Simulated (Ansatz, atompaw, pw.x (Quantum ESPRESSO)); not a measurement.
What a changed setting does to a pw.x run (fcc Zr)

Potential: PAW, atompaw 4.2.0.5, PBEsol; core [Ar] 3d10 4s2, reference 4p6 4d2 5s2 5p0; waves: 5s (bound): rc 3.00 bohr; 5s channel at 0.95 Ry: rc 3.00 bohr; 4p (bound): rc 2.40 bohr; 5p (bound, empty): rc 3.00 bohr; 4d (bound): rc 2.00 bohr; 4d channel at 0.05 Ry: rc 2.00 bohr; local part: bessel scheme, radius 2.30 bohr; core correction: smooth core density matched at 2.35 bohr; augmentation: besselshape compensation charge, radius 2.70 bohr; PAW radius 3.00 bohr; waves and projectors: custom rrkj vanderbiltortho.

The reference run (k-mesh 13³, cutoffs 40/400 Ry, Fermi–Dirac 0.01 Ry, mixing_beta 0.4, conv_thr 1e-9, no spin) gives 1.20 GPa at 22.271 Å³/atom, where all-electron LAPW gives 0.28 GPa. This run, with its own iteration cap, changes k-mesh points per axis to 2.

```
&control
  calculation='scf', prefix='x', pseudo_dir='./', outdir='./tmp', tstress=.true., disk_io='none'
/
&system
  ibrav=0, nat=1, ntyp=1, ecutwfc=40, ecutrho=400, nbnd=12,
  occupations='smearing', smearing='fd', degauss=0.01
/
&electrons
  conv_thr=1e-09, mixing_beta=0.4, electron_maxstep=70
/
ATOMIC_SPECIES
Zr 1.0 Zr.UPF
CELL_PARAMETERS angstrom
  0.00000000 2.23307465 2.23307465
  2.23307465 0.00000000 2.23307465
  2.23307465 2.23307465 0.00000000
ATOMIC_POSITIONS crystal
Zr 0.0000 0.0000 0.0000
K_POINTS automatic
2 2 2 0 0 0
```

```bash
pw.x < Zr.scf.in > Zr.scf.out
```

Q: How does the run end?

A: It converges in 7 iterations; the free energy moves by -872.7 meV/atom and the pressure by -25.10 GPa.

```
Message from routine setup:
     using ibrav=0 with symmetry is DISCOURAGED, use correct ibrav instead
     lattice parameter (alat)  =       5.9678  a.u.
     unit-cell volume          =     150.2922 (a.u.)^3
     number of electrons       =        10.00
     number of Kohn-Sham states=           12
     kinetic-energy cutoff     =      40.0000  Ry
     charge density cutoff     =     400.0000  Ry
     scf convergence threshold =      1.0E-09
     Exchange-correlation= SLA PW PSX PSC
     number of k points=     3  Fermi-Dirac smearing, width (Ry)=  0.0100
     iteration #  1     ecut=    40.00 Ry     beta= 0.40
     total energy              =    -273.10968937 Ry
     estimated scf accuracy    <       0.00241257 Ry
     iteration #  2     ecut=    40.00 Ry     beta= 0.40
     total energy              =    -273.11071338 Ry
     estimated scf accuracy    <       0.00066582 Ry
     iteration #  3     ecut=    40.00 Ry     beta= 0.40
     total energy              =    -273.11116108 Ry
     estimated scf accuracy    <       0.00035303 Ry
     iteration #  4     ecut=    40.00 Ry     beta= 0.40
     total energy              =    -273.11123492 Ry
     estimated scf accuracy    <       0.00000382 Ry
     iteration #  5     ecut=    40.00 Ry     beta= 0.40
     total energy              =    -273.11123540 Ry
     estimated scf accuracy    <       0.00000004 Ry
     iteration #  6     ecut=    40.00 Ry     beta= 0.40
     total energy              =    -273.11123541 Ry
     estimated scf accuracy    <          3.4E-09 Ry
     iteration #  7     ecut=    40.00 Ry     beta= 0.40
     the Fermi energy is    14.7760 ev
!    total energy              =    -273.11123542 Ry
     estimated scf accuracy    <          6.0E-10 Ry
     smearing contrib. (-TS)   =      -0.02021485 Ry
     The total energy is F=E-TS. E is the sum of the following terms:
     one-electron contribution =      -2.32509576 Ry
     hartree contribution      =       6.30518030 Ry
     xc contribution           =      -9.18903679 Ry
     ewald contribution        =     -54.32430404 Ry
     one-center paw contrib.   =    -213.55776427 Ry
     convergence has been achieved in   7 iterations
          total   stress  (Ry/bohr**3)                   (kbar)     P=     -239.03
     Message from routine punch:
     Nothing written, as per user request (disk_io='none')
```

The run took about 4 s on one core of a shared host (Intel(R) Xeon(R) Platinum 8488C, 96 threads, 744 GiB, load 22).
